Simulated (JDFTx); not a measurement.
The system is In.

```
CELL_PARAMETERS angstrom
-1.88253 1.88253 1.88253
1.88253 -1.88253 1.88253
1.88253 1.88253 -1.88253
ATOMIC_POSITIONS crystal
In 0.00000 0.00000 0.00000
```

This isn't the form of In at room conditions, which is tetragonal.

```yaml
Program: JDFTx 1.7.0 (patched build)
Task: relaxation of cell and atoms
Functional: r2SCAN
Potentials_or_basis: SG15-PBE-1.2 with smoothed tails
Cutoff: 1088 eV
Density_cutoff: 4354 eV
k_mesh: 5 × 5 × 5
Occupations: fermi-dirac, width 0.05 eV
Spin: no spin polarisation
```

At the start: pressure -1.4 GPa; volume 26.69 Å³/atom.

Problem. Where does the relaxation end?

Solution. Over 5 steps the energy falls by 4.3 meV/atom and the volume is 25.73 Å³/atom (-3.6 %); space group Im-3m (No. 229, to 0.05 Å).

The path:
```tsv
step	energy change (eV)	largest force (eV/Å)	pressure (GPa)	volume (Å³)
1	0.0000	0.0000	-1.41	26.69
2	-0.0012	0.0000	-1.20	26.53
3	-0.0043	0.0000	0.00	25.73
4	-0.0043	0.0000	0.00	25.73
5	-0.0043	0.0000	0.00	25.73
```

Final structure:
```
In
1.0
    -1.85987    1.85987    1.85987
     1.85987   -1.85987    1.85987
     1.85987    1.85987   -1.85987
In
1
Direct
  0.00000 0.00000 0.00000
```

Caveat: the k mesh is coarse (spacing up to 0.47 Å⁻¹), so the values aren't converged; meta-GGA forces are noisy on this grid; the potentials were made for another functional, which shifts forces and pressure.
